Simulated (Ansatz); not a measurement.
## Cd: which structure is lowest?

Level of theory: Ansatz, DFT, RPBE, plane waves (420 eV) with PAW, scalar-relativistic. (PAW data from PBE, frozen cores regenerated.)

Each structure is relaxed within its own symmetry, so a high-lying one may be dynamically unstable.

| structure | ΔE (meV/atom) | V (Å³/atom) | cell | magnetic state |
| --- | --- | --- | --- | --- |
| hcp | 0 | 24.54 | a = 3.059 Å, c = 6.056 Å (c/a = 1.980) | spin not included |
| fcc | 2 | 24.43 | a = 4.606 Å | spin not included |
| dhcp | 9 | 24.35 | a = 3.250 Å, c = 10.649 Å (c/a = 3.277) | spin not included |
| A15 | 20 | 24.79 | a = 5.832 Å | spin not included |
| bcc | 42 | 24.97 | a = 3.683 Å | spin not included |
| omega (AlB2-type) | 46 | 25.34 | a = 5.259 Å, c = 3.174 Å (c/a = 0.604) | spin not included |
| simple cubic | 97 | 28.85 | a = 3.067 Å | spin not included |
| diamond | 236 | 42.45 | a = 6.977 Å | spin not included |

ΔE counts from hcp.

Differences under about 8 meV lie within the error of the k-point mesh.
